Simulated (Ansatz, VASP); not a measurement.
This is a calculation of GaN for Ansatz 0.2.0. 

File input.yaml:

```yaml
crystal:
  lattice:
    - [3.18, 0.0, 0.0]
    - [-1.59, 2.753960784, 0.0]
    - [0.0, 0.0, 5.166]
  atoms:
    - { symbol: Ga, position: [0.6666666667, 0.3333333333, 0.5] }
    - { symbol: Ga, position: [0.3333333333, 0.6666666667, 0.0] }
    - { symbol: "N", position: [0.6666666667, 0.3333333333, 0.875] }
    - { symbol: "N", position: [0.3333333333, 0.6666666667, 0.375] }
hamiltonian:
  xc: pbe
  pseudopotentials: { kind: paw }
kpoints:
  mp_grid: { grid: [10, 10, 5] }
scf:
  occupations: { method: gaussian, width: 0.015 }
output:
  forces: true
  stress: true
  eigenvalues: true
```

Potentials or basis: Ansatz PAW.

Launch:

```sh
$ ansatz run input.yaml --threads 2 --pin off --max-ram 5632MiB --backend cpu --events-out ev --progress --plain --runs-dir out
```

Set up the same calculation for VASP 6.6.1. Potentials or basis there: PBE PAW files Ga_d, N, 520 eV.

As run (cutoffs and basis follow the program's own potentials, and thresholds, step limits or extra output files can differ):

File INCAR:

```
ALGO = Fast
EDIFF = 1E-7
ENCUT = 520
GGA = PE
ISIF = 2
ISMEAR = 0
LASPH = True
LCHARG = False
LREAL = False
LWAVE = False
NELM = 80
PREC = Accurate
SIGMA = 0.015
```

The input KPOINTS:

```
k-points
0
Gamma
  10 10 5
```

Contents of POSCAR:

```
GaN
1.0
    3.1800000000      0.0000000000      0.0000000000
   -1.5900000000      2.7539607840      0.0000000000
    0.0000000000      0.0000000000      5.1660000000
Ga N
2 2
Direct
    0.6666666667      0.3333333333      0.5000000000
    0.3333333333      0.6666666667      0.0000000000
    0.6666666667      0.3333333333      0.8750000000
    0.3333333333      0.6666666667      0.3750000000
```

Potentials or basis: VASP PAW PBE potentials, release 64 (Ga_d, N).

Launch:

```bash
$ cat potpaw_PBE.64/Ga_d/POTCAR potpaw_PBE.64/N/POTCAR > POTCAR
$ mpirun -np 1 vasp_std > vasp.out
```

Both were run:

|  | Ansatz | VASP |
| --- | --- | --- |
| Pressure | 7.3 GPa | 7.5 GPa |
| Largest force | 0.137 eV/Å | 0.135 eV/Å |

Ansatz's pressure holds a Pulay term of +0.52 GPa for its cutoff of 420 eV, which the other run lacks.

Where Ansatz's input types no cutoff or centring, it takes its own default and a Γ-centred mesh.

Pressure is positive in compression.
